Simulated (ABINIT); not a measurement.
**ZrS2: projected density of states with PBEsol+U**

ZrS2:

```xyz
3
Lattice="3.6914 0.0000 0.0000 -1.8457 3.1968 0.0000 0.0000 0.0000 6.0411" Properties=species:S:1:pos:R:3 pbc="T T T"
Zr    0.0000    0.0000    0.0000
S     0.0000    2.1312    1.4372
S     1.8457    1.0656    4.6038
```

The cell is a database's computed one.

| Item | Value |
| --- | --- |
| Program | ABINIT 10.8.3 (patched build) |
| Task | projected density of states |
| Functional | PBEsol |
| Potentials or basis | JTH PAW PBE v2.0 |
| Cutoff | 544 eV |
| k mesh | 8 × 8 × 5 |
| Occupations | fermi-dirac, width 0.05 eV |
| Spin | no spin polarisation |
| Hubbard terms | Zr d U = 0 eV |
| Double counting (usepawu) | 1 |
| k mesh for the DOS | 11 × 11 × 7 |
| Fine-grid cutoff | 1088.46 eV |

```json
{
  "Pressure": "-2.6 GPa",
  "Largest force": "0.157 eV/Å",
  "Band gap on the k mesh": "0.98 eV, indirect (least direct gap 1.59 eV)",
  "Valence electrons inside the program's atomic spheres": "Zr 8.91; S 3.57"
}
```

Forces on the atoms (eV/Å):
```
Zr   0.000  0.000  0.000
S    0.000  0.000 -0.157
S    0.000  0.000  0.157
```

Stress tensor (GPa, compression positive):
```
-3.18  0.00  0.00
 0.00 -3.18  0.00
 0.00  0.00 -1.45
```

Levels at points of the mesh, in eV from the valence-band top:
```tsv
k point	band 10	band 11	band 12	band 13	band 14	band 15
(0.00, 0.00, 0.00)	-0.08	-0.08	-0.05	1.53	1.53	2.37
(0.50, 0.00, 0.00)	-2.38	-1.68	-1.17	1.13	3.21	3.47
```

States per cell in windows of 1 eV (zero at the valence-band top; states under -8 eV left out):
```csv
from (eV),total,Zr1 d,S3 p,S2 p,S2 d,S3 d,Zr1 p
-8.0,0.00,0.00,0.00,0.00,0.00,0.00,0.00
-7.0,0.00,0.00,0.00,0.00,0.00,0.00,0.00
-6.0,0.00,0.00,0.00,0.00,0.00,0.00,0.00
-5.0,0.41,0.03,0.06,0.06,0.00,0.00,0.00
-4.0,3.28,0.27,0.51,0.51,0.01,0.01,0.04
-3.0,3.61,0.45,0.64,0.64,0.01,0.01,0.04
-2.0,3.07,0.19,0.65,0.65,0.00,0.00,0.05
-1.0,1.48,0.05,0.36,0.36,0.00,0.00,0.02
0.0,0.00,0.00,0.00,0.00,0.00,0.00,0.00
1.0,1.93,0.83,0.09,0.09,0.02,0.02,0.00
2.0,1.84,0.90,0.11,0.11,0.02,0.02,0.00
3.0,2.14,1.27,0.08,0.08,0.01,0.01,0.00
4.0,2.04,0.87,0.12,0.12,0.04,0.04,0.00
5.0,1.87,0.85,0.12,0.12,0.03,0.03,0.00
6.0,0.78,0.12,0.03,0.03,0.02,0.02,0.02
7.0,2.17,0.11,0.09,0.09,0.08,0.08,0.04
```

Eigenvalues of the final occupation matrices:
| site | spin | trace | eigenvalues |
| --- | --- | --- | --- |
| atom 1 | 1 | 0.52 | 0.06 0.07 0.07 0.16 0.16 |

Run time: 5.1 min on 1 thread of Arm Neoverse V1, on a shared host, peak memory 0.22 GiB.

The gap isn't set beside the measured one, since this odd mesh misses points on the zone boundary.

Caveat: the PAW data sets were made with another functional, which shifts forces and pressure a little; an odd mesh through Γ misses points on the zone boundary, where band edges often lie; this functional lacks dispersion, which binds the layers, so the pressure and a relaxed spacing across them are unreliable.
